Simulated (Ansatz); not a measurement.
# HgTe: pressure as volume per atom varies

Density functional stress and forces at fixed atoms, pressure and stress positive in compression, spin-unpolarised plane waves. The results are calculated, by Ansatz 0.2.0.

Cell of the first row (space group F-43m, No. 216):
```
HgTe
1.0
      0.0000     3.1576     3.1576
      3.1576     0.0000     3.1576
      3.1576     3.1576     0.0000
Hg Te
1 1
Direct
  0.00000 0.00000 0.00000
  0.25000 0.25000 0.25000
```

Settings of every row: periodic directions 3; functional PBE; spin orbit no; potentials PAW; wave cutoff 420 eV; k mesh 6x6x6; smearing width 0.02 eV.

Limits: small gap without spin-orbit coupling; a metal with narrow smearing on a modest k mesh, so values may shift with more k points.

| row | volume per atom (Å³) | pressure (GPa) |
| --- | --- | --- |
| 1 | 31.482 | 8.02 |
| 2 | 32.699 | 5.52 |
| 3 | 33.491 | 4.14 |
| 4 | 34.007 | ? |
| 5 | 34.527 | 2.6 |
| 6 | 35.585 | 1.28 |
| 7 | 36.662 | 0.16 |
| 8 | 38.636 | -1.44 |
| 9 | 38.884 | -1.61 |
| 10 | 40.027 | -2.28 |
| 11 | 42.345 | -3.3 |

Question: what pressure should row 4 give?

Worked fit of pressure. Take u = (V_r/V)^(2/3) − 1 with V_r = 36.123 Å³ an atom, which is twice the finite (Eulerian) strain; such expansions in the strain, on which the Birch-Murnaghan equation of state is built, carry the rest volume and the bulk modulus. The shown rows have u = 0.09601, 0.06864, 0.05173, 0.03058, 0.01005, -0.00983, -0.04385, -0.04792, -0.06613, -0.10053. Least squares give pressure = 0.693 + 56.469 × u + 187.11 × u² + 204.2 × u³ GPa; a parabola predicts inner rows, each left out in turn, worse (root mean square 0.042 against 0.0038 GPa). All shown rows lie on it to the printed digit. The pressure vanishes at u = -0.0128, or V = 36.83 Å³ an atom, and there the bulk modulus with atoms relaxed is B = −V dP/dV = (2/3)(1 + u) dP/du = 34.1 GPa. The withheld row has u = 0.04106, so the fit gives 0.693 + 56.469 × (0.04106) + 187.11 × (0.04106)² + 204.2 × (0.04106)³ = 3.34 GPa.

The calculation gave 3.34 GPa. The fit meets it to the printed digit.
